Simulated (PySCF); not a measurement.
Solvent effects on NMR parameters

Structure with atom numbers: `[CH:1]1=[CH:2][CH2:3][CH2:4][CH:5]=[CH:6]1`. Hydrogens are named by the atom that carries them.

GIAO PBE0/pcSseg-1 in PySCF on one PBE0-D3(BJ)/def2-SVP conformer, non-relativistic, equivalent nuclei averaged. Solvents enter as an IEF-PCM continuum (chloroform with ε = 4.7, acetone with ε = 20.5) around the gas-phase geometry. Shifts are referred to TMS computed in the same medium.

Gas phase, δ in ppm: C2/C5 134.3, C1/C6 133.0, C3/C4 24.8, H(C1)/H(C6) 6.06, H(C2)/H(C5) 5.92, H(C3)/H(C4) 2.11. Dipole moment 0.49 D.

Problem. How does each δ change in the continuum?

Solution. 
| atoms | environment | Δδ, chloroform | Δδ, acetone |
| --- | --- | --- | --- |
| C2/C5 | alkene CH | +2.2 | +3.0 |
| C1/C6 | alkene CH | +0.3 | +0.3 |
| C3/C4 | allylic sp3 CH2 | +0.4 | +0.5 |
| H(C1)/H(C6) | hydrogen on an alkene CH | +0.09 | +0.12 |
| H(C2)/H(C5) | hydrogen on an alkene CH | +0.16 | +0.22 |
| H(C3)/H(C4) | hydrogen on an allylic sp3 CH2 | +0.04 | +0.06 |

Changes are relative to the gas phase. The dipole moment becomes 0.66 D in chloroform, 0.73 D in acetone.

Problem. Which nuclei move most (in ppm), and what does the model miss?

Solution. C2/C5 (alkene CH, +3.0 ppm) in acetone. A continuum only polarises the solute; specific hydrogen bonds, the anisotropy of aromatic solvents and changes of geometry or conformer are outside it.
